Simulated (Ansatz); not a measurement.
Al3Cu:

```
Cu Al
1.0
     2.77841    0.00000    0.00000
     0.00000    2.77841    0.00000
     0.00000    0.00000    7.51340
Cu Al
1 3
Direct
  0.00000 0.00000 0.00000
  0.50000 0.50000 0.77388
  0.50000 0.50000 0.22612
  0.00000 0.00000 0.50000
```

The cell comes from a database or a generator and needn't be the stable form of this composition.

```yaml
Program: Ansatz 0.2.0
Task: single point
Functional: PBEsol
Potentials_or_basis: all-electron LAPW, scalar-relativistic
Cutoff: 242 eV (chosen from the basis error)
Basis_error_allowed: 0.001 eV/atom
k_mesh: 10 × 10 × 4
Occupations: fermi-dirac, width 0.05 eV
Spin: no spin polarisation
```

On this cell: pressure 1.0 GPa; largest force 0.207 eV/Å; band gap on the k mesh none (metal or under the smearing width).

The same run follows on a disturbed copy (atoms moved at random, drawn with an rms of 0.05 Å):

```
Cu Al
1.0
     2.77841    0.00000    0.00000
     0.00000    2.77841    0.00000
     0.00000    0.00000    7.51340
Cu Al
1 3
Cartesian
  -0.0265 0.0188 -0.0318
  1.3753 1.3869 5.7994
  1.3900 1.3891 1.7332
  0.0124 -0.0156 3.7397
```

Q: What does the disturbed cell give?

A: The energy (extrapolated to zero smearing) moves by +5.6 meV/atom; pressure 0.9 GPa; largest force 0.576 eV/Å; band gap on the k mesh none (metal or under the smearing width).

Forces in eV/Å, atoms in the order of the input:
```
Cu   0.048 -0.054  0.214
Al   0.001  0.029  0.220
Al  -0.026  0.009 -0.576
Al  -0.022  0.017  0.142
```

Stress tensor (GPa, compression positive):
```
 0.35 -0.01 -0.02
-0.01  0.35 -0.02
-0.02 -0.02  2.13
```
